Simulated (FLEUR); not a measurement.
## Sc: single point with LDA (Perdew-Zunger)

Sc:

```
CELL_PARAMETERS angstrom
0.00000 2.26000 2.26000
2.26000 0.00000 2.26000
2.26000 2.26000 0.00000
ATOMIC_POSITIONS crystal
Sc 0.00000 0.00000 0.00000
```

This isn't the form of Sc at room conditions, which is hcp.

```
Program             : FLEUR MaX-R8.1 (patched build s14)
Task                : single point
Functional          : LDA (Perdew-Zunger)
Potentials or basis : all-electron
Basis               : FLAPW
Kmax                : 4 1/bohr
k mesh              : 6 × 6 × 6
Occupations         : fermi-dirac, width 0.02 eV
Spin                : spin-orbit coupling, no magnetisation
```

| Item | Value |
| --- | --- |
| Band gap on the k mesh | none (metal or under the smearing width) |
| Valence electrons inside the program's atomic spheres | Sc 9.60 (radii Sc 2.66 bohr) |

Levels at points of the mesh, in eV from the Fermi level:
| k point | band 9 | band 10 | band 11 | band 12 | band 13 | band 14 |
| --- | --- | --- | --- | --- | --- | --- |
| (0.00, 0.00, 0.00) | -5.23 | -5.23 | 1.62 | 1.62 | 1.62 | 1.62 |
| (0.00, 0.00, 0.50) | -1.83 | -1.83 | 0.48 | 0.48 | 1.49 | 1.49 |
| (0.00, 0.50, 0.50) | -1.64 | -1.64 | -0.74 | -0.74 | 2.24 | 2.24 |
| (0.50, 0.50, 0.00) | -1.64 | -1.64 | -0.74 | -0.74 | 2.24 | 2.24 |

Core levels (eV from the Fermi level):
| atom | levels |
| --- | --- |
| 1 Sc | 1s1/2 -4378.4, 2s1/2 -466.8, 2p1/2 -384.9, 2p3/2 -380.3 |

Wall time 21 s on 1 thread of Intel(R) Xeon(R) 6975P-C (Granite Rapids) (shared host), peak memory 0.07 GiB.

Caveat: the k mesh is coarse (spacing up to 0.40 Å⁻¹), so the values aren't converged.
